**A molybdenum crystal seen at seven wave vectors**

The crystal in this problem has one molybdenum atom per cell and is close to simple hexagonal, unlike ordinary body-centred cubic molybdenum. Each atom has two neighbours at 2.54 Å along the short edge c and six at about 2.7 to 2.8 Å in the plane of edges a and b, so its eight nearest contacts are not equally long. The cell is slightly sheared and unrelaxed. Its levels come from a density-functional calculation without spin polarisation or spin–orbit coupling.

Levels of a molybdenum crystal with one atom per cell, relative to the Fermi energy, from plane-wave PAW DFT in GPAW 26.7.0 with the rSCAN functional, without spin polarisation or spin–orbit coupling. The run used the six-electron Mo data set (gpaw-data 1.2.1), a 600 eV cutoff, an 11 × 11 × 10 k mesh and Fermi–Dirac smearing of 0.05 eV.

| point a (reciprocal cell vector) | point b (reciprocal cell vector) | point c (reciprocal cell vector) | level under 4 (eV) | level under 3 (eV) | level under 2 (eV) | level under 1 (eV) | level over 1 (eV) | level over 2 (eV) |
| --- | --- | --- | --- | --- | --- | --- | --- | --- |
| 0.0000 | 0.0000 | 0.0000 | -7.209 | -4.727 | -1.757 | -0.375 | 4.098 | 4.328 |
| 0.0000 | 0.3636 | 0.5000 | n/a | -5.115 | -3.202 | -0.775 | 3.095 | 3.555 |
| 0.0909 | -0.4545 | 0.0000 | n/a | n/a | -4.867 | -3.500 | 0.006 | 1.343 |
| 0.1818 | -0.0909 | 0.4000 | n/a | -3.660 | -1.865 | -1.398 | 0.749 | 1.172 |
| 0.1818 | 0.0909 | 0.5000 | -3.893 | -2.262 | -0.756 | -0.032 | 2.001 | 5.329 |
| 0.1818 | 0.2727 | 0.3000 | n/a | -4.034 | -2.903 | -0.221 | 0.210 | 2.165 |
| 0.2727 | -0.2727 | 0.1000 | n/a | -4.973 | -3.737 | -1.947 | 1.764 | 2.034 |

Each row belongs to one wave vector, called a point here and numbered from the top of the table. The columns "point a", "point b" and "point c" give the phase by which the electron wave advances from one cell to the next along each edge, as a fraction of a full turn. "Level under 1" is the highest level below the Fermi energy and "level over 1" the lowest above it; n/a means that no further valence level lies below. Six valence electrons fill three levels on average over all wave vectors, yet single points have two, three or four below the Fermi energy.

**(a) At point 1 the wave has the same phase on every atom. Why do the levels there form two deep ones, a middle pair and a high pair, and why are the pairs split?**

*Solution.* Six valence orbitals take part, one s and five d. When all atoms carry the same phase, an orbital has no choice about how it meets its neighbours, and its shape alone decides whether the contact bonds. Let z run along the short edge. The d orbital z² then meets its axial neighbours head-on with lobes of equal sign, which bonds. The orbitals xz and yz meet them with lobes of opposite sign, which is antibonding.

The standard ratios for d orbitals turn this picture into numbers. A neighbour in phase changes the energy by −6u for a head-on (σ) contact, +4u for a sideways (π) contact and −1u for a face-to-face (δ) contact, where u is an energy unit for a distance of 2.75 Å. The strength falls with the fifth power of distance, so an axial neighbour counts about 1.5 times as much as one in the plane.

For xz and yz the two axial neighbours give 2 × 1.5 × 4u = 12u. The six in the plane give 6 × 1.5u = 9u, because 1.5u is the average of a π and a δ contact. The pair therefore stands at +21u. For x²−y² and xy the axial contacts give only −3u, and bonding and antibonding contacts in the plane nearly cancel, leaving about −2u. This pair stands near −5u.

The order in the table fits this ladder: a high pair averaging 4.2 eV and a middle pair averaging −1.1 eV. Their separation of 5.3 eV, divided by 26u, sets u at 0.20 eV, and the centre of the d levels then falls close to the Fermi energy. These two constants are the only ones taken from the calculation for the d levels, and both come from point 1.

In a perfect hexagonal crystal each pair would coincide. Here the contacts in the plane differ in length and the angle between edges a and b is 122° instead of 120°, so the two members of a pair no longer see equal surroundings. The middle pair feels this more, because its orbitals lie in the plane, and for them the effects of length and angle add. For the upper pair the two effects partly cancel.

With the true edges and the true angle between a and b in the model, the pairs split by 1.42 and 0.24 eV; the calculation has 1.38 and 0.23 eV. That agreement is closer than the model deserves, since it treats the short edge as perpendicular to the plane and leaves out twelve next neighbours whose combined weight is over a quarter of that of the nearest eight. That the distortion splits the pairs doesn't rest on this agreement: if the pairs are assigned rightly, hexagonal symmetry would keep each of them together. The model adds only an estimate of how far they part.

The two deepest levels belong to s and z². These have the same symmetry at this point and may mix, so the energies alone don't tell which is which. The model puts a pure z² level at −6.3 eV, between the computed −7.2 and −4.7 eV.

**(b) At point 2 the phase turns by half a cycle along the short edge. Estimate where xz and yz go, and explain the wide interval at the Fermi energy.**

*Solution.* Half a turn reverses the sign of the wave on each axial neighbour. What bonded along the axis now opposes bonding, and the reverse. The orbitals xz and yz, highest at point 1, should therefore fall, while z² should rise.

The estimate needs the phases in the plane as well. Take x along edge a. Neighbours along a are in phase (factor 1), and the other four have the factor cos(0.3636 × 360°) ≈ −0.65. For xz a contact along a is worth 4u and each of the others 0.25u; for yz the values are −1u and 2.75u. Neighbours come in opposite pairs, hence the factor 2:

- xz: −12u + 2 × (4 − 2 × 0.65 × 0.25)u ≈ −4.7u, or −0.9 eV
- yz: −12u + 2 × (−1 − 2 × 0.65 × 2.75)u ≈ −21u, or −4.2 eV

The calculation has levels at −0.8 and −5.1 eV that fit these two. Point 2 played no part in setting u, so this is a check outside the fit, good to about 1 eV, though the levels are matched by energy and not by their orbital content. Both orbitals have crossed the Fermi energy from above, moved mainly by the axial sign change.

Between them lies a third occupied level at −3.2 eV, which the model describes as mostly x²−y². Above the Fermi energy the model places z² and xy near 4 eV, and the calculation has two levels between 3 and 4 eV. The d levels have thus separated into three that bond at this wave vector and two that don't, with 3.9 eV between the groups. This interval belongs to one wave vector only; the crystal is a metal, as the changing number of levels below the Fermi energy shows.

The s electron needs a cruder treatment. Let it start from the lowest level of point 1 and rise like a free electron, without mixing with d. At point 2 this puts an s level at 2.4 eV, inside the interval where the calculation has none. The likely reason is that the lowest level of point 1 is too low a start, since mixing with z² has already pushed it down. A pure s level would then lie higher at point 2 as well, and one of the two levels above the interval may have a good deal of s character.

In this model a slightly longer edge c would keep the exchange between z² and the pair xz, yz but make it smaller, because the axial contacts weaken with the fifth power of their length. With a much longer edge the contacts in the plane would decide the order instead.

**(c) Point 3 has only two levels below the Fermi energy. Is it an exception to this picture, and how far does the picture reach at the other points?**

*Solution.* At point 3 the axial neighbours are in phase again, as at point 1, so the axis once more pushes xz and yz up. In the plane, however, four of the six neighbours are now largely out of phase. This turns antibonding contacts into bonding ones for one combination of xz and yz, and the model lowers it to 0.2 eV. The calculation puts a level at 0.006 eV, almost exactly at the Fermi energy.

The count of two therefore hangs on a few thousandths of an electronvolt. With the smearing of 0.05 eV that level is nearly half filled. Point 5 shows the opposite case: its fourth level lies at −0.032 eV and is only about two thirds filled. Spin–orbit coupling is roughly a tenth of an electronvolt in molybdenum, but it shifts separate levels like these only by about its square divided by the spacing to the next level, or around a hundredth of an electronvolt. That could change the count at point 3, but is less likely to change the one at point 5.

Even so, point 3 exposes a real fault of the model. Besides a deep level at −4.5 eV, the model has two more below the Fermi energy, a d level at −1.8 eV and the s level at −2.4 eV. The calculation has only one there, at −3.5 eV. Both model levels are unchanged in sign by reflection in the plane of a and b, and levels of the same symmetry that lie close together repel each other when they mix. One is pushed down and the other up by the same amount. If the lower one ends at the computed −3.5 eV, its partner ends at −0.6 eV, still below the Fermi energy, so this repulsion alone is not enough. The s level probably also starts too low, because it was taken from the lowest level at point 1, which mixing with z² has already pushed down. The model's z² level there suggests a pure s level about 1.6 eV higher, and the partner at point 3 would then end near 1.0 eV. The computed level at 1.3 eV is a plausible candidate for it, though its orbital content would have to be examined to confirm it.

Point 6 is irregular in another way, with only 0.43 eV between the levels on either side of the Fermi energy. At the other six points the axial neighbours are nearly or fully in phase or out of phase, with factors of at least 0.8 in size. At point 6 the factor is only −0.3. The axis then lowers xz and yz far less than at point 2, and the model leaves one combination of them almost at the Fermi energy. That accounts for one level close by, but not for the narrow interval: the model's next level above it lies at 1.3 eV, while the computed one lies at 0.2 eV. The s level may be what is missing. The model has it at −0.7 eV, which makes one level too many below the Fermi energy, and the higher start suggested at point 3 would move it above, to about 0.9 eV. That mends the count but explains only part of the narrow interval.

The count also fails at points 4 and 5, and there the higher start doesn't help. At point 4 the model has four levels below the Fermi energy instead of three, and the raised s level would still lie below. At point 5 it has three instead of four, with the s level just above the Fermi energy, and the higher start would move that level further away.

The lowest level at each point shows where the simple model stops. Over the six points other than point 1, its typical (root-mean-square) error is 1.4 eV with d orbitals alone and 0.9 eV once the free-electron s level is included. The s level matters most at point 4, where the d orbitals alone would put the lowest level at −1.1 eV instead of the computed −3.7 eV. This gain depends on the low start, however. The higher start suggested at point 3 would leave the s level near −1.2 eV at point 4, so a better model needs the mixing itself and not only a shifted start.

An error of 0.9 eV is still large beside the range of these six lowest levels, which runs from −3.7 to −5.1 eV. The model can say which orbitals rise or fall by several electronvolts when a phase changes, but it can't rank the lowest levels of similar points. Except at point 7, its lowest level at these points lies too high, by as much as 1.5 eV at point 6. Neglected mixing would act in this direction, because it pushes the lowest of the interacting levels down.
